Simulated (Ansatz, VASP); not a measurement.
One calculation of SiGe5, two programs

```
Si Ge
1.0
     0.00000    3.90027    3.90027
     3.90027    0.00000    3.90027
     3.90027    3.90027    0.00000
Si Ge
1 5
Cartesian
  0.0000 0.0000 0.0000
  1.9501 1.9501 1.9501
  4.8769 4.8769 4.8769
  4.8769 2.9237 2.9237
  2.9237 4.8769 2.9237
  2.9237 2.9237 4.8769
```

Change from the starting cell: species swapped into the ErCu5 type (F-43m, No. 216).

Alike in both runs: functional PBE; k mesh 8 × 8 × 8; occupations gaussian, width 0.1 eV; no spin polarisation.

Ansatz relaxed the structure, and its values are those at the end. VASP's run is a single point on that final structure, the one shown.

|  | VASP | Ansatz |
| --- | --- | --- |
| version | VASP 6.6.1 | Ansatz 0.2.0 |
| potentials or method | VASP PAW PBE potentials, release 64 (Si, Ge_d) | scalar-relativistic, plane waves, PAW |
| plane-wave cutoff (eV) | 520 | 420 |
| valence electrons in the cell | 74 | 74 |

```csv
,VASP,Ansatz,Ansatz less VASP
gap on the k mesh at the Fermi level (eV),none,none,-
pressure (GPa),0.1,0.0,-0.03
```

A gap of «none» marks a metal or a gap that the smearing closes.
